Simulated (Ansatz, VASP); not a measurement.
## Sb in VASP and in Ansatz

```
Sb
1.0
    -1.62384    1.62384    2.71194
     1.62384   -1.62384    2.71194
     1.62384    1.62384   -2.71194
Sb
1
Direct
  0.00000 0.00000 0.00000
```

Change from the starting cell: strain +0.030 along x and y, +0.000 along z, atoms carried along.

Alike in both runs: task single point; functional PBEsol; k mesh 22 × 22 × 22; occupations gaussian, width 0.15 eV; no spin polarisation.

```csv
,VASP,Ansatz
version,VASP 6.6.1,Ansatz 0.2.0
potentials or method,"VASP PAW PBE potentials, release 64 (Sb)","scalar-relativistic, plane waves, PAW"
plane-wave cutoff (eV),520,420
valence electrons in the cell,5,15
```

|  | VASP | Ansatz | Ansatz less VASP |
| --- | --- | --- | --- |
| gap on the k mesh at the Fermi level (eV) | none | none | - |
| pressure (GPa) | -4.6 | -4.5 | +0.05 |
| largest component of the traceless stress (GPa) | 0.67 | 0.68 | +0.015 |

A gap of «none» marks a metal or a gap that the smearing closes. The two sets of potentials don't hold the same shells in valence.

Caveats: the PAW data sets were made with another functional, which shifts forces and pressure a little (VASP). Spin-orbit coupling is left out, which matters for the levels of Sb.
